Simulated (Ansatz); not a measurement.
**In2GaAs3: tests of the settings**

Aim, for In2GaAs3: see how the smearing width on a coarse mesh moves the results.

Program: Ansatz 0.2.0. Level of theory: DFT r2SCAN, scalar-relativistic, plane waves, PAW. These are calculated values, not measurements.

1 further run of the same task is left out (set aside as unsound or not needed). Runs told in other sessions of the task aren't counted.

## (1) The structure to begin with

Symmetry: I-4m2, No. 119, tetragonal system. Conventional cell: a = 4.280 Å, b = 4.280 Å, c = 18.120 Å, α = 90.00°, β = 90.00°, γ = 90.00°. Around In (site symmetry 2mm) lie 4 As at 2.66 to 2.67 Å. Ga (site symmetry -4m2) is surrounded by 4 As at 2.54 Å. As (site symmetry -4m2) has 4 In at 2.66 Å in its first shell of neighbours. As (site symmetry 2mm) is surrounded by 2 Ga at 2.54 Å and 2 In at 2.67 Å.

Coordinates:

```cif
data_structure
_symmetry_space_group_name_H-M 'P 1'
_symmetry_Int_Tables_number 1
_cell_length_a 9.5523
_cell_length_b 9.5523
_cell_length_c 9.5523
_cell_angle_alpha 154.106
_cell_angle_beta 154.106
_cell_angle_gamma 36.946
_cell_volume 165.99
loop_
_atom_site_label
_atom_site_type_symbol
_atom_site_fract_x
_atom_site_fract_y
_atom_site_fract_z
_atom_site_occupancy
In1 In 0.33676 0.33676 0.00000 1
In2 In 0.66324 0.66324 0.00000 1
Ga1 Ga 0.00000 0.00000 0.00000 1
As1 As 0.25000 0.75000 0.50000 1
As2 As 0.57547 0.07548 0.50000 1
As3 As 0.92453 0.42452 0.50000 1
```

The structure comes from the Materials Project (structure only); it is used as listed.

## (2) The base input

Contents of input.yaml:

```yaml
crystal:
  lattice:
    - [-2.140184, 2.140184, 9.060064]
    - [2.140184, -2.140184, 9.060064]
    - [2.140184, 2.140184, -9.060064]
  atoms:
    - { symbol: In, position: [0.336756, 0.336756, 0.0] }
    - { symbol: In, position: [0.663244, 0.663244, 0.0] }
    - { symbol: Ga, position: [0.0, 0.0, 0.0] }
    - { symbol: As, position: [0.25, 0.75, 0.5] }
    - { symbol: As, position: [0.575475, 0.075475, 0.5] }
    - { symbol: As, position: [0.924525, 0.424525, 0.5] }
basis:
  ecutwfc: 500
kpoints:
  mp_grid: { grid: [12, 12, 12] }
hamiltonian:
  xc: r2scan
scf:
  occupations: { method: gaussian, width: 0.1 }
output:
  forces: true
  stress: true
  eigenvalues: true
  populations: true
```

Its results, from an earlier run: -4934.9891 eV/atom at zero smearing, pressure -2.34 GPa, largest force 0.048 eV/Å, no gap on the mesh, in 8 SCF cycles and 7.4 min.

## (3) Smearing width on a coarse mesh: Gaussian 0.01 eV

Contents of input.yaml:

```yaml
crystal:
  lattice:
    - [-2.140184, 2.140184, 9.060064]
    - [2.140184, -2.140184, 9.060064]
    - [2.140184, 2.140184, -9.060064]
  atoms:
    - { symbol: In, position: [0.336756, 0.336756, 0.0] }
    - { symbol: In, position: [0.663244, 0.663244, 0.0] }
    - { symbol: Ga, position: [0.0, 0.0, 0.0] }
    - { symbol: As, position: [0.25, 0.75, 0.5] }
    - { symbol: As, position: [0.575475, 0.075475, 0.5] }
    - { symbol: As, position: [0.924525, 0.424525, 0.5] }
basis:
  ecutwfc: 500
kpoints:
  mp_grid: { grid: [6, 6, 6] }
hamiltonian:
  xc: r2scan
scf:
  occupations: { method: gaussian, width: 0.01 }
output:
  forces: true
  stress: true
  eigenvalues: true
```

Run with:

```bash
$ ansatz run input.yaml --threads 1 --pin off --max-ram 2560MiB --backend cpu --events-out ev --progress --plain --runs-dir out
```

## (4) Smearing width on a coarse mesh set to Gaussian 0.05 eV

input.yaml: that of step 3 with these lines changed.

```diff
@@ -19,3 +19,3 @@
 scf:
-  occupations: { method: gaussian, width: 0.01 }
+  occupations: { method: gaussian, width: 0.05 }
 output:
```

## (5) Smearing width on a coarse mesh: Gaussian 0.2 eV

input.yaml: that of step 4 with these lines changed.

```diff
@@ -19,3 +19,3 @@
 scf:
-  occupations: { method: gaussian, width: 0.05 }
+  occupations: { method: gaussian, width: 0.2 }
 output:
```

## (6) Smearing width on a coarse mesh: Gaussian 0.4 eV

input.yaml: that of step 5 with these lines changed.

```diff
@@ -19,3 +19,3 @@
 scf:
-  occupations: { method: gaussian, width: 0.2 }
+  occupations: { method: gaussian, width: 0.4 }
 output:
```

(Steps that only read results are left out.)

Q: Predict the outcome of the series: the values and the trend.

As calculated:

| quantity | value |
| --- | --- |
| largest energy shift, smearing width on a coarse mesh | 2.90 meV/atom at Gaussian 0.01 |

In words: Smearing shifts the free energy by as much as 2.91 meV/atom (Gaussian 0.01); extrapolating to zero width leaves 2.90 at most. On the coarse mesh the shift from the base is least at Gaussian 0.4 eV (2.78 meV/atom): a wider smearing hides a sparse mesh, up to the point where its own error takes over.
